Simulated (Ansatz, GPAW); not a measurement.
This is a calculation of BAs for Ansatz 0.2.0. 

Contents of input.yaml:

```yaml
crystal:
  lattice:
    - [0.0, 2.3885, 2.3885]
    - [2.3885, 0.0, 2.3885]
    - [2.3885, 2.3885, 0.0]
  atoms:
    - { symbol: As, position: [0.75, 0.75, 0.75] }
    - { symbol: B, position: [0.0, 0.0, 0.0] }
hamiltonian:
  xc: pbe
  pseudopotentials: { kind: paw }
kpoints:
  mp_grid: { grid: [10, 10, 10] }
scf:
  occupations: { method: gaussian, width: 0.02 }
output:
  forces: true
  stress: true
  eigenvalues: true
```

Potentials or basis: Ansatz PAW.

The run is started by

```bash
$ ansatz run input.yaml --threads 2 --pin off --max-ram 5632MiB --backend cpu --events-out ev --progress --plain --runs-dir out
```

Problem. Translate it to GPAW 26.7.0 (ASE script). Potentials or basis there: GPAW PAW data sets (gpaw-data 1.2.1), cutoff 800 eV.

Solution. As run (cutoffs and basis follow the program's own potentials, and thresholds, step limits or extra output files can differ):

The input run.py:

```python
from ase import Atoms
from ase.dft.bandgap import bandgap
from ase.io import write
from ase.units import GPa
from gpaw import GPAW, PW

atoms = Atoms(['As', 'B'],
              cell=[[0.0, 2.3885, 2.3885],
                    [2.3885, 0.0, 2.3885],
                    [2.3885, 2.3885, 0.0]],
              scaled_positions=[[0.75, 0.75, 0.75],
                                [0.0, 0.0, 0.0]],
              pbc=True)

calc = GPAW(mode=PW(800),
            xc='PBE',
            kpts={'size': (10, 10, 10), 'gamma': True},
            occupations={'name': 'methfessel-paxton', 'order': 0, 'width': 0.02},
            nbands=11,
            convergence={'density': 1e-05, 'energy': 1e-05},
            maxiter=150,
            txt='gpaw.txt')
atoms.calc = calc
energy = atoms.get_potential_energy()
forces = atoms.get_forces()
stress = atoms.get_stress()
calc.write('gs.gpw')
write('result.traj', atoms)
print(f'Energy: {energy:.6f} eV')
print('Forces (eV/A):')
print(forces.round(4))
print('Stress (GPa):', (stress / GPa).round(3))
print('Fermi level:', round(calc.get_fermi_level(), 4), 'eV')
print(f'Gap: {bandgap(calc)[0]:.4f} eV, direct: {bandgap(calc, direct=True)[0]:.4f} eV')
```

Potentials or basis: GPAW PAW data sets (gpaw-data 1.2.1), pw.

The run is started by

```console
$ OMP_NUM_THREADS=1 python run.py
```

Both were run:

|  | Ansatz | GPAW |
| --- | --- | --- |
| Pressure | 2.8 GPa | 3.3 GPa |

Ansatz's pressure holds a Pulay term of +0.10 GPa for its cutoff of 420 eV, which the other run lacks.

The potentials hold 18 and 8 valence electrons a cell.

Where Ansatz's input types no cutoff or centring, it takes its own default and a Γ-centred mesh.

Pressure is positive in compression.
